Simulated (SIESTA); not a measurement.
Crystal: Al2Au.

```
CELL_PARAMETERS angstrom
0.00000 3.00000 3.00000
3.00000 0.00000 3.00000
3.00000 3.00000 0.00000
ATOMIC_POSITIONS crystal
Au 0.00000 0.00000 0.00000
Al 0.75000 0.75000 0.75000
Al 0.25000 0.25000 0.25000
```

```yaml
Program: SIESTA 5.4.2
Task: single point
Functional: PBE
Potentials_or_basis: PseudoDojo 0.4 standard (PBE files)
Basis: DZP (energy shift 0.003 Ry; two zetas on semicore shells)
Grid_cutoff: 800 Ry
Energy_shift: 0.003 Ry
k_mesh: 8 × 8 × 8
Occupations: fermi-dirac, width 0.05 eV
Spin: no spin polarisation
```

On this cell: pressure 3.6 GPa; largest force zero by symmetry; band gap on the k mesh none (metal or under the smearing width).

The same run follows on a disturbed copy (atoms moved at random, drawn with an rms of 0.05 Å):

```xyz
3
Lattice="0.0000 3.0000 3.0000 3.0000 0.0000 3.0000 3.0000 3.0000 0.0000" Properties=species:S:1:pos:R:3 pbc="T T T"
Au    0.0066    0.0060   -0.0555
Al    4.5597    4.4825    4.4633
Al    1.5347    1.5050    1.4800
```

Q: What changes?

A: The energy (extrapolated to zero smearing) moves by +4.5 meV/atom; pressure 3.7 GPa; largest force 0.442 eV/Å; band gap on the k mesh none (metal or under the smearing width).

Forces in eV/Å, atoms in the order of the input:
```
Au   0.360 -0.110  0.230
Al  -0.264  0.119 -0.046
Al  -0.098 -0.011 -0.184
```

Stress tensor (GPa, compression positive):
```
 3.65 -0.43 -0.43
-0.43  3.73  0.53
-0.43  0.53  3.70
```

Caveats: short orbitals over semicore shells can move pressures by several GPa; the basis of atomic orbitals isn't converged, which shifts pressures, moduli and gaps.
